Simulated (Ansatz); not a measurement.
# Thickness series in LiI

Consider LiI in the rock salt structure (space group Fm-3m, No. 225).

```
CELL_PARAMETERS angstrom
      0.00000     2.95164     2.95164
      2.95164     0.00000     2.95164
      2.95164     2.95164     0.00000
ATOMIC_POSITIONS crystal
  I  0.00000 0.00000 0.00000
  Li 0.50000 0.50000 0.50000
```

Cartesian axes are those of the cell as printed.

Free-standing slabs (2 atom(s) a layer) normal to the z axis with 15 Å of vacuum; in-plane cell held at bulk.

Calculations: plane-wave PAW DFT at the PBEsol level (Ansatz, a quantum-chemistry and plane-wave program, 420 eV), no SOC.

Candidates:
(a) 5 layers
(b) 2 layers
(c) 7 layers

For the base:

- Smallest direct gap = 4.35 eV

### Question
Order them by smallest direct gap, highest first.

### Answer
(b) 2 layers (4.41 eV), (a) 5 layers (4.30 eV), (c) 7 layers (4.28 eV)

With I present, leaving out spin-orbit coupling can change the band edges. No phonon test of stability was made.
